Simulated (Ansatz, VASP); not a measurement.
NaH in VASP and in Ansatz

```xyz
2
Lattice="0.0000 2.3864 2.3864 2.3864 0.0000 2.3864 2.3864 2.3864 0.0000" Properties=species:S:1:pos:R:3 pbc="T T T"
Na    0.0000    0.0000    0.0000
H     2.3864    2.3864    2.3864
```

The cell is a database's computed one.

Alike in both runs: task single point; functional PBEsol; k mesh 11 × 11 × 11; occupations fermi-dirac, width 0.02 eV; no spin polarisation.

|  | VASP | Ansatz |
| --- | --- | --- |
| version | VASP 6.6.1 | Ansatz 0.2.0 |
| potentials or method | VASP PAW PBE potentials, release 64 (Na_pv, H), cutoff 520 eV | all-electron LAPW, scalar-relativistic |

|  | VASP | Ansatz | Ansatz less VASP |
| --- | --- | --- | --- |
| gap on the k mesh at the Fermi level (eV) | 3.83 | 3.83 | +0.002 |
| pressure (GPa) | 0.3 | 0.3 | 0.00 |

Ansatz ran all-electron here, so the differences hold the error of VASP's frozen core and of both bases.

Caveats: the PAW data sets were made with another functional, which shifts forces and pressure a little (VASP); an odd mesh through Γ misses points on the zone boundary, where band edges often lie.
